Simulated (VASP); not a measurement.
Input of a VASP 6.6.1 run:

Contents of INCAR:

```
  ALGO = Fast
  EDIFF = 1E-6
  ENCUT = 520
  GGA = PE
  ISIF = 2
  ISMEAR = 0
  LASPH = T
  LCHARG = F
  LREAL = F
  LWAVE = F
  NBANDS = 26
  NELM = 100
  PREC = Accurate
  SIGMA = 0.1
```

The input KPOINTS:

```
k-points
0
Gamma
  6 6 4
```

Contents of POSCAR:

```
CdSe
1.0
    4.5391913263      0.0000000000      0.0000000000
   -2.2695956631      3.9310550012      0.0000000000
    0.0000000000      0.0000000000      7.3384000339
Cd Se
2 2
Direct
    0.3333333300      0.6666666700      0.0082567711
    0.6666666700      0.3333333300      0.5082567711
    0.3333333300      0.6666666700      0.3667432289
    0.6666666700      0.3333333300      0.8667432289
```

Potentials or basis: VASP PAW PBE potentials, release 64 (Cd, Se).

Run with:

```bash
$ cat potpaw_PBE.64/Cd/POTCAR potpaw_PBE.64/Se/POTCAR > POTCAR
$ mpirun -np 1 vasp_std > vasp.out
```

(1) Estimate the largest force.

(2) Estimate the band gap on the k mesh.

Answers

(1) 0.524 eV/Å.

(2) 0.30 eV, direct.
